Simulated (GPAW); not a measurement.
# Sn (Fd-3m) in GPAW: settings compared

One crystal, Sn, is run at these levels: LDA, PBEsol, RPBE, revPBE; tasks: band structure.

Program: GPAW 26.7.0. These are calculated values, not measurements. Logs are shortened: lines on timing, memory, paths and dates and some standing lists are left out, and cuts for length are marked. The log counts tension as positive stress, the text compression.

## Step 1: The crystal as given

Symmetry: Fd-3m, No. 227, cubic system. Conventional cell: a = 6.467 Å, b = 6.467 Å, c = 6.467 Å, α = 90.00°, β = 90.00°, γ = 90.00°. Sn (site symmetry -43m) is surrounded by 4 Sn at 2.80 Å.

This isn't the form of Sn at room conditions, which is tetragonal (white tin).

## Step 2: Band structure, LDA

Input file run.py:

```python
from ase import Atoms
from ase.dft.bandgap import bandgap
from ase.io import write
from ase.units import GPa
from gpaw import GPAW, PW

atoms = Atoms(['Sn', 'Sn'],
              cell=[[0.0, 3.2333428, 3.2333428],
                    [3.2333428, 0.0, 3.2333428],
                    [3.2333428, 3.2333428, 0.0]],
              scaled_positions=[[0.75, 0.75, 0.75],
                                [0.5, 0.5, 0.5]],
              pbc=True)

calc = GPAW(mode=PW(600),
            xc='LDA',
            kpts={'size': (7, 7, 7), 'gamma': True},
            occupations={'name': 'fermi-dirac', 'width': 0.05},
            nbands=24,
            convergence={'density': 1e-05, 'energy': 1e-05},
            maxiter=150,
            txt='gpaw.txt')
atoms.calc = calc
energy = atoms.get_potential_energy()
forces = atoms.get_forces()
stress = atoms.get_stress()
calc.write('gs.gpw')
write('result.traj', atoms)
print(f'Energy: {energy:.6f} eV')
print('Forces (eV/A):')
print(forces.round(4))
print('Stress (GPa):', (stress / GPa).round(3))
print('Fermi level:', round(calc.get_fermi_level(), 4), 'eV')
print(f'Gap: {bandgap(calc)[0]:.4f} eV, direct: {bandgap(calc, direct=True)[0]:.4f} eV')

path = atoms.cell.bandpath('GXWKGLUWLK,UX', npoints=60, eps=1e-4)
bs_calc = calc.fixed_density(kpts=path, symmetry='off', nbands=38,
                             convergence={'bands': 'CBM+6.0', 'eigenstates': 1e-6}, txt='bands.txt')
bs = bs_calc.band_structure()
bs.write('bs.json')
print(f'Gap on the path: {bandgap(bs_calc)[0]:.4f} eV')
```

Potentials or basis: the program's PAW data sets (release 1.2.1) made for this functional, pw.

Run with:

```bash
$ OMP_NUM_THREADS=1 python run.py
```

gpaw.txt:

```text
__  _  _
 | _ |_)|_||  |
 |__||  | ||/\| - 26.7.0

Input parameters:
  mode=PW(ecut=600.0),
  convergence={'density': 1e-05, 'energy': 1e-05},
  kpts=MonkhorstPack(size=(7, 7, 7), gamma=True),
  maxiter=150,
  nbands=24,
  occupations=Occupations(name='fermi-dirac', width=0.05),
  xc=XC(name='LDA')

Diagonalizing LCAO Hamiltonian
Converting LCAO to pw mode

            Sn

       Sn

Atoms  # Å, Bohr magnetons
|   | symbol |        x |        y |        z |    initial magnetic moments |
|---|--------|----------|----------|----------|-----------------------------|
| 0 |     Sn | 4.850014 | 4.850014 | 4.850014 | ( 0.0000,  0.0000,  0.0000) |
| 1 |     Sn | 3.233343 | 3.233343 | 3.233343 | ( 0.0000,  0.0000,  0.0000) |

Unit cell  # Å
| periodic |        x |        y |        z |  lengths |    angles |
|----------|----------|----------|----------|----------|-----------|
|      yes | 0.000000 | 3.233343 | 3.233343 | 4.572637 | 60.000000 |
|      yes | 3.233343 | 0.000000 | 3.233343 | 4.572637 | 60.000000 |
|      yes | 3.233343 | 3.233343 | 0.000000 | 4.572637 | 60.000000 |

Number of symmetries: 24
Symmetry operations  # r_c * U_cc + t_c -> r_c
|    | kind |            matrix            |
|----|------|------------------------------|
|  0 |  E   |  1, 0, 0,  0, 1, 0,  0, 0, 1 |
|  1 |  σ   |  1, 0, 0,  0, 0, 1,  0, 1, 0 |
|  2 |  σ   |  1, 0,-1,  0, 1,-1,  0, 0,-1 |
|  3 |  C3  |  1, 0,-1,  0, 0,-1,  0, 1,-1 |
|  4 |  C3  |  1,-1, 0,  0,-1, 1,  0,-1, 0 |
|  5 |  σ   |  1,-1, 0,  0,-1, 0,  0,-1, 1 |
|  6 |  σ   |  0, 1, 0,  1, 0, 0,  0, 0, 1 |
|  7 |  C3  |  0, 1, 0,  0, 0, 1,  1, 0, 0 |
|  8 |  C2  |  0, 1,-1,  1, 0,-1,  0, 0,-1 |
|  9 |  S4  |  0, 1,-1,  0, 0,-1,  1, 0,-1 |
| 10 |  C3  |  0, 0, 1,  1, 0, 0,  0, 1, 0 |
| 11 |  σ   |  0, 0, 1,  0, 1, 0,  1, 0, 0 |
| 12 |  S4  |  0, 0,-1,  1, 0,-1,  0, 1,-1 |
| 13 |  C3  |  0, 0,-1,  0, 1,-1,  1, 0,-1 |
| 14 |  S4  |  0,-1, 1,  1,-1, 0,  0,-1, 0 |
| 15 |  C2  |  0,-1, 1,  0,-1, 0,  1,-1, 0 |
| 16 |  C3  |  0,-1, 0,  1,-1, 0,  0,-1, 1 |
| 17 |  S4  |  0,-1, 0,  0,-1, 1,  1,-1, 0 |
| 18 |  S4  | -1, 1, 0, -1, 0, 1, -1, 0, 0 |
| 19 |  C3  | -1, 1, 0, -1, 0, 0, -1, 0, 1 |
| 20 |  C3  | -1, 0, 1, -1, 1, 0, -1, 0, 0 |
| 21 |  S4  | -1, 0, 1, -1, 0, 0, -1, 1, 0 |
| 22 |  σ   | -1, 0, 0, -1, 1, 0, -1, 0, 1 |
| 23 |  C2  | -1, 0, 0, -1, 0, 1, -1, 1, 0 |

BZ-sampling:
  Number of BZ points: 343
  Number of IBZ points: 20

  Monkhorst-Pack size: [7, 7, 7]
  Monkhorst-Pack shift: [0, 0, 0]

K-points  # in reciprocal-cell coordinates
|     |                                coordinates |     weight |
|-----|--------------------------------------------|------------|
|   0 | (  0.00000000,   0.00000000,   0.00000000) | 0.00291545 |
|   1 | (  0.14285714,   0.14285714,   0.00000000) | 0.01749271 |
|   2 | (  0.14285714,   0.14285714,   0.14285714) | 0.02332362 |
|   3 | (  0.28571429,   0.14285714,   0.14285714) | 0.03498542 |
|   4 | (  0.28571429,   0.28571429,   0.00000000) | 0.01749271 |
|   5 | (  0.28571429,   0.28571429,   0.14285714) | 0.06997085 |
|   6 | (  0.28571429,   0.28571429,   0.28571429) | 0.02332362 |
|   7 | (  0.42857143,  -0.28571429,  -0.28571429) | 0.03498542 |
|   8 | (  0.42857143,   0.28571429,  -0.42857143) | 0.13994169 |
|   9 | (  0.42857143,   0.28571429,  -0.28571429) | 0.06997085 |
| ... |                                            |            |
|  19 | (  0.42857143,   0.42857143,   0.42857143) | 0.02332362 |

Plane wave coefficients: 2281
Cutoff: 600.0 eV

Spin-components: 1 (collinear spins)
Bands:           24
Projectors:      12
Spin-degeneracy: 2
Datatype:        complex128

Parallelization:
  kpt:    1
  domain: 1
  band:   1

Density:
  Valence electrons: 28.0
  Components: 1
  Grid points: [27 27 27]
  Charge: 0.0  # |e|

Potential:
  Grid points: [27 27 27]

species:
  Sn:
    name:    Tin
    Z:       50.0
    valence: 14
    core:    36
    charge:  0.0  # [|e|]
    compensation charges:
      type: gauss
      rc: 0.38  # [Å]
      lmax: 2
    cutoffs:
      filter: 2.23  # [Å]
      core: 2.35  # [Å]
    projectors
    | kind |    occ | energy [eV] | rcut [Å] |
    |------|--------|-------------|----------|
    |   5s |  2.000 |     -10.799 |    1.201 |
    |   5p |  2.000 |      -3.869 |    1.270 |
    |   4d | 10.000 |     -25.910 |    1.185 |
    |    s |        |      16.413 |    1.201 |
    |    p |        |      23.342 |    1.270 |
    |    d |        |       1.302 |    1.185 |

    Using partial waves for Sn as LCAO basis

Reference energy: -335731.173622  # eV

eigensolver:
  PPCG
  Converge bands: occupied
  niter=2

density mixing:
  MSR1-Mixer
  Pratt-step length: 0.05
  Maximum mixing coefficient: 0.75
  Old densities: 10
  SVD Regularization: 0.005
  Good broyden scale: 1.0
  Trust region scale: 1.0
  Backstep threshold: 4.0
  History deletion threshold: 6.0
  Fourier metric: weight=20.0, sigma=0.015

occupation numbers:
  Fermi-Dirac:
    width: 0.0500  # eV

poisson solver:
  ecut: 4800.0  # eV

xc functional:
  name: None

convergence criteria:
- Maximum integral of absolute [dens]ity change: 1e-05 electrons / valence electron
- Maximum [total energy] change in last 3 cyles: 1e-05 eV / valence electron
- Maximum integral of absolute [eigenst]ate change: 4e-08 eV^2 / valence electron
maximum number of iterations: 150

SCF iterations
|iter     | |      energy | eigst |  dens |
|---------|-|-------------|-------|-------|
|iter:   1| |   -9.502326 | +0.06 |       |
|iter:   2| |   -9.497358 | -2.29 | -1.44 |
|iter:   3| |   -9.413186 | -2.64 | -1.47 |
|iter:   4| |   -9.410785 | -3.31 | -2.01 |
|iter:   5| |   -9.411247 | -4.42 | -2.69 |
|iter:   6| |   -9.411260 | -5.72 | -3.75 |
|iter:   7| |   -9.411261c| -7.10 | -4.49 |
|iter:   8| |   -9.411261c| -8.06c| -4.99 |
|iter:   9| |   -9.411261c| -8.54c| -5.40c|

Converged in 9 steps
Energy contributions relative to reference atoms: (reference = -335731.173622)

Energy contributions:
  Kinetic:           7.969475
  Coulomb:          -7.440200
  Zero:              0.034921
  External:          0.000000
  Xc:               -9.974302
  Entropy:          -0.002308
  Spinorbit:         0.000000
  ----------------------------
  Free energy:      -9.412414
  Extrapolated:     -9.411261

dipole moment: (4.469629, 4.469629, 4.469629)  # |e|*Ang

Fermi level: 4.634
Eigenvalues  # (at kpt = [0.000, 0.000, 0.000])
| band index |      eig [eV] | occ [0-2] |
|------------|---------------|-----------|
|          0 |       -16.858 |     2.000 |
|        ... |               |           |
|          4 |       -16.797 |     2.000 |
|          5 |       -16.474 |     2.000 |
|          6 |       -16.474 |     2.000 |
|          7 |       -16.474 |     2.000 |
|          8 |       -16.465 |     2.000 |
|          9 |       -16.465 |     2.000 |
[... 8 lines left out ...]
|         18 |         9.602 |     0.000 |
|         19 |        12.808 |     0.000 |
|        ... |               |           |
|         23 |        13.042 |     0.000 |

No gap
No difference between direct/indirect transitions

Forces  # eV/Ang
|        x |       y |        z |
|----------|---------|----------|
| -0.00000 | 0.00000 | -0.00000 |  # Sn   0
| -0.00000 | 0.00000 | -0.00000 |  # Sn   1

Stress tensor  # eV/Ang^3
|         x |         y |         z |
|-----------|-----------|-----------|
|  0.001004 | -0.000000 | -0.000000 |
| -0.000000 |  0.001004 |  0.000000 |
| -0.000000 |  0.000000 |  0.001004 |

# Writing to gs.gpw (mode='')
```

It took 2.1 min on 1 thread of Arm Neoverse N1, shared host; peak memory 0.3 GiB.

What came out:

| Item | Value |
| --- | --- |
| Free energy | -9.4124 eV |
| Pressure | -0.2 GPa |
| Band gap along the path | none (metal or under the smearing width) |

Levels at the corners of the path, in eV from the Fermi level:
| point | band 10 | band 11 | band 12 | band 13 | band 14 | band 15 | band 16 | band 17 | band 18 | band 19 |
| --- | --- | --- | --- | --- | --- | --- | --- | --- | --- | --- |
| Γ | -21.10 | -10.62 | -0.66 | 0.18 | 0.18 | 0.18 | 2.25 | 2.25 | 2.25 | 4.97 |
| X | -21.03 | -7.50 | -7.50 | -2.40 | -2.40 | 0.86 | 0.86 | 7.81 | 7.81 | 9.36 |
| W | -21.01 | -7.44 | -7.44 | -2.99 | -2.99 | 3.49 | 3.49 | 4.10 | 4.10 | 9.17 |
| K | -21.01 | -7.91 | -7.01 | -3.33 | -2.03 | 1.14 | 3.43 | 5.82 | 6.11 | 6.85 |
| Γ | -21.10 | -10.62 | -0.66 | 0.18 | 0.18 | 0.18 | 2.25 | 2.25 | 2.25 | 4.97 |
| L | -21.05 | -8.98 | -6.28 | -1.04 | -1.04 | 0.01 | 3.33 | 3.33 | 5.64 | 8.53 |
| U | -21.01 | -7.91 | -7.01 | -3.33 | -2.03 | 1.14 | 3.43 | 5.82 | 6.11 | 6.85 |
| W | -21.01 | -7.44 | -7.44 | -2.99 | -2.99 | 3.49 | 3.49 | 4.10 | 4.10 | 9.17 |
| L | -21.05 | -8.98 | -6.28 | -1.04 | -1.04 | 0.01 | 3.33 | 3.33 | 5.64 | 8.53 |
| K | -21.01 | -7.91 | -7.01 | -3.33 | -2.03 | 1.14 | 3.43 | 5.82 | 6.11 | 6.85 |
| U | -21.01 | -7.91 | -7.01 | -3.33 | -2.03 | 1.14 | 3.43 | 5.82 | 6.11 | 6.85 |
| X | -21.03 | -7.50 | -7.50 | -2.40 | -2.40 | 0.86 | 0.86 | 7.81 | 7.81 | 9.36 |

Caveat: spin-orbit coupling is left out, which moves the levels of the heavy elements.

## Step 3: Band structure, PBEsol

run.py, as its differences from that of step 2:

```diff
@@ -4,3 +4,5 @@
 from ase.units import GPa
-from gpaw import GPAW, PW
+from gpaw import GPAW, PW, setup_paths
+
+setup_paths.insert(0, '.')
 
@@ -15,3 +17,3 @@
 calc = GPAW(mode=PW(600),
-            xc='LDA',
+            xc='PBEsol',
             kpts={'size': (7, 7, 7), 'gamma': True},
@@ -35,3 +37,3 @@
 
-path = atoms.cell.bandpath('GXWKGLUWLK,UX', npoints=60, eps=1e-4)
+path = atoms.cell.bandpath('GXWKGLUWLK,UX', npoints=80, eps=1e-4)
 bs_calc = calc.fixed_density(kpts=path, symmetry='off', nbands=38,
```

Potentials or basis: PAW data sets generated in the run's folder for this functional, pw.

Run with:

```bash
$ gpaw-setup -f PBEsol Sn
$ OMP_NUM_THREADS=1 python run.py
```

gpaw.txt:

```text
__  _  _
 | _ |_)|_||  |
 |__||  | ||/\| - 26.7.0

Input parameters:
  mode=PW(ecut=600.0),
  convergence={'density': 1e-05, 'energy': 1e-05},
  kpts=MonkhorstPack(size=(7, 7, 7), gamma=True),
  maxiter=150,
  nbands=24,
  occupations=Occupations(name='fermi-dirac', width=0.05),
  xc=XC(name='PBEsol')

Diagonalizing LCAO Hamiltonian
Converting LCAO to pw mode

            Sn

       Sn

Atoms  # Å, Bohr magnetons
|   | symbol |        x |        y |        z |    initial magnetic moments |
|---|--------|----------|----------|----------|-----------------------------|
| 0 |     Sn | 4.850014 | 4.850014 | 4.850014 | ( 0.0000,  0.0000,  0.0000) |
| 1 |     Sn | 3.233343 | 3.233343 | 3.233343 | ( 0.0000,  0.0000,  0.0000) |

Unit cell  # Å
| periodic |        x |        y |        z |  lengths |    angles |
|----------|----------|----------|----------|----------|-----------|
|      yes | 0.000000 | 3.233343 | 3.233343 | 4.572637 | 60.000000 |
|      yes | 3.233343 | 0.000000 | 3.233343 | 4.572637 | 60.000000 |
|      yes | 3.233343 | 3.233343 | 0.000000 | 4.572637 | 60.000000 |
[... 152 lines left out ...]

Energy contributions:
  Kinetic:           8.909385
  Coulomb:          -8.239712
  Zero:              0.011275
  External:          0.000000
  Xc:               -9.549332
  Entropy:          -0.001883
  Spinorbit:         0.000000
  ----------------------------
  Free energy:      -8.870267
  Extrapolated:     -8.869326

dipole moment: (4.498631, 4.498631, 4.498631)  # |e|*Ang

Fermi level: 4.855
Eigenvalues  # (at kpt = [0.000, 0.000, 0.000])
| band index |      eig [eV] | occ [0-2] |
|------------|---------------|-----------|
|          0 |       -16.721 |     2.000 |
|        ... |               |           |
|          4 |       -16.661 |     2.000 |
|          5 |       -16.340 |     2.000 |
|          6 |       -16.340 |     2.000 |
|          7 |       -16.340 |     2.000 |
|          8 |       -16.331 |     2.000 |
|          9 |       -16.331 |     2.000 |
[... 8 lines left out ...]
|         18 |         9.792 |     0.000 |
|         19 |        12.893 |     0.000 |
|        ... |               |           |
|         23 |        13.181 |     0.000 |

No gap
No difference between direct/indirect transitions

Forces  # eV/Ang
|        x |        y |        z |
|----------|----------|----------|
| -0.00000 | -0.00000 |  0.00000 |  # Sn   0
| -0.00000 | -0.00000 | -0.00000 |  # Sn   1

Stress tensor  # eV/Ang^3
|         x |         y |         z |
|-----------|-----------|-----------|
| -0.007918 |  0.000000 | -0.000000 |
|  0.000000 | -0.007918 |  0.000000 |
| -0.000000 |  0.000000 | -0.007918 |

# Writing to gs.gpw (mode='')
```

bands.txt:

```text
Diagonalizing LCAO Hamiltonian
Converting LCAO to pw mode
convergence criteria:
- Maximum integral of absolute [eigenst]ate change: 1e-06 eV^2 / valence electron
maximum number of iterations: 150

SCF iterations
|iter     | |      energy | eigst |  dens |
|---------|-|-------------|-------|-------|
|iter:   1| |             | +0.82 |       |
[... 86 lines left out ...]
         [0.40277778, 0.40277778, 0.69444444],
         [0.38888889, 0.38888889, 0.72222222],
         [0.375     , 0.375     , 0.75      ],
         [0.625     , 0.25      , 0.625     ],
         [0.59375   , 0.1875    , 0.59375   ],
         [0.5625    , 0.125     , 0.5625    ],
         [0.53125   , 0.0625    , 0.53125   ],
         [0.5       , 0.        , 0.5       ]])),
  maxiter=150,
  nbands=38,
  occupations=Occupations(name='fermi-dirac', width=0.05),
  symmetry=Symmetry(point_group=False, time_reversal=False),
  xc=XC(name='PBEsol')
```

Wall time 2.7 min (1 thread of Arm Neoverse N1, shared host); peak memory 0.34 GiB.

What came out:

```yaml
Free_energy: -8.8703 eV
Pressure: 1.3 GPa
Band_gap_along_the_path: none (metal or under the smearing width)
```

Levels at the corners of the path, in eV from the Fermi level:
```
point  band 12  band 13  band 14  band 15  band 16  band 17
    Γ    -0.54     0.13     0.13     0.13     2.20     2.20
    X    -7.50    -2.46    -2.46     0.80     0.80     7.82
    W    -7.43    -3.06    -3.06     3.48     3.48     4.04
    K    -7.01    -3.39    -2.09     1.10     3.39     5.82
    Γ    -0.54     0.13     0.13     0.13     2.20     2.20
    L    -6.30    -1.09    -1.09     0.02     3.27     3.27
    U    -7.01    -3.39    -2.09     1.10     3.39     5.82
    W    -7.43    -3.06    -3.06     3.48     3.48     4.04
    L    -6.30    -1.09    -1.09     0.02     3.27     3.27
    K    -7.01    -3.39    -2.09     1.10     3.39     5.82
    U    -7.01    -3.39    -2.09     1.10     3.39     5.82
    X    -7.50    -2.46    -2.46     0.80     0.80     7.82
```

Caveat: spin-orbit coupling is left out, which moves the levels of the heavy elements.

## Step 4: Band structure, PBEsol, spin-orbit coupling, no magnetisation

Input file run.py:

```python
import numpy as np
from ase.dft.bandgap import bandgap
from ase.io import read, write
from ase.units import GPa
from gpaw import GPAW, PW, setup_paths
from gpaw.spinorbit import soc_eigenstates

setup_paths.insert(0, '.')

atoms = read('Sn.xyz')

calc = GPAW(mode=PW(600),
            xc='PBEsol',
            kpts={'size': (5, 5, 5), 'gamma': True},
            occupations={'name': 'fermi-dirac', 'width': 0.05},
            nbands=24,
            convergence={'density': 1e-05, 'energy': 1e-05},
            maxiter=150,
            txt='gpaw.txt')
atoms.calc = calc
energy = atoms.get_potential_energy()
forces = atoms.get_forces()
stress = atoms.get_stress()
calc.write('gs.gpw')
write('result.traj', atoms)
print(f'Energy: {energy:.6f} eV')
print('Forces (eV/A):')
print(forces.round(4))
print('Stress (GPa):', (stress / GPa).round(3))
print('Fermi level:', round(calc.get_fermi_level(), 4), 'eV')
print(f'Gap: {bandgap(calc)[0]:.4f} eV, direct: {bandgap(calc, direct=True)[0]:.4f} eV')

path = atoms.cell.bandpath('GXWKGLUWLK,UX', npoints=60, eps=1e-4)
bs_calc = calc.fixed_density(kpts=path, symmetry='off', nbands=38,
                             convergence={'bands': 'CBM+6.0', 'eigenstates': 1e-6}, txt='bands.txt')
bs = bs_calc.band_structure()
bs.write('bs.json')
print(f'Gap on the path: {bandgap(bs_calc)[0]:.4f} eV')

soc = soc_eigenstates(bs_calc, theta=0, phi=0)
np.savetxt('soc_bands.dat', soc.eigenvalues(), fmt='%.4f')
mesh = soc_eigenstates('gs.gpw', theta=0, phi=0)
np.savetxt('soc_mesh.dat', mesh.eigenvalues(), fmt='%.4f')
print('Fermi level with spin-orbit coupling:', round(mesh.fermi_level, 4), 'eV')
```

Input file Sn.xyz:

```xyz
2
Lattice="0.0000000000 3.2333428000 3.2333428000 3.2333428000 0.0000000000 3.2333428000 3.2333428000 3.2333428000 0.0000000000" Properties=species:S:1:pos:R:3 pbc="T T T"
Sn     4.8500142000      4.8500142000      4.8500142000
Sn     3.2333428000      3.2333428000      3.2333428000
```

Run with:

```bash
$ gpaw-setup -f PBEsol Sn
$ OMP_NUM_THREADS=1 python run.py
```

It took 2 min on 1 thread of Arm Neoverse N1, shared host; peak memory 0.31 GiB.

The run converged. Its results:

| Item | Value |
| --- | --- |
| Free energy | -8.8075 eV |
| Pressure | 1.5 GPa |
| Band gap along the path | none (metal or under the smearing width) |

Levels at the corners of the path, in eV from the Fermi level:
```
point  band 24  band 25  band 26  band 27  band 28  band 29  band 30  band 31  band 32  band 33
    Γ    -0.53    -0.36    -0.36     0.39     0.39     0.39     0.39     1.85     1.85     2.38
    X    -7.49    -2.46    -2.46    -2.46    -2.46     0.81     0.81     0.81     0.81     7.78
    W    -7.40    -3.16    -3.16    -2.96    -2.96     3.29     3.29     3.64     3.64     4.04
    K    -7.00    -3.40    -3.40    -2.09    -2.09     1.10     1.10     3.39     3.39     5.78
    Γ    -0.53    -0.36    -0.36     0.39     0.39     0.39     0.39     1.85     1.85     2.38
    L    -6.29    -1.33    -1.33    -0.85    -0.85     0.03     0.03     3.15     3.15     3.38
    U    -7.00    -3.40    -3.40    -2.09    -2.09     1.10     1.10     3.39     3.39     5.78
    W    -7.40    -3.16    -3.16    -2.96    -2.96     3.29     3.29     3.64     3.64     4.04
    L    -6.29    -1.33    -1.33    -0.85    -0.85     0.03     0.03     3.15     3.15     3.38
    K    -7.00    -3.40    -3.40    -2.09    -2.09     1.10     1.10     3.39     3.39     5.78
    U    -7.00    -3.40    -3.40    -2.09    -2.09     1.10     1.10     3.39     3.39     5.78
    X    -7.49    -2.46    -2.46    -2.46    -2.46     0.81     0.81     0.81     0.81     7.78
```

Caveat: spin-orbit coupling was added after a scalar SCF, so levels and gaps hold it while energy, forces, pressure and moments don't; this program's spin-orbit splittings come out too wide for heavy elements.

[end of part 1 of 2]
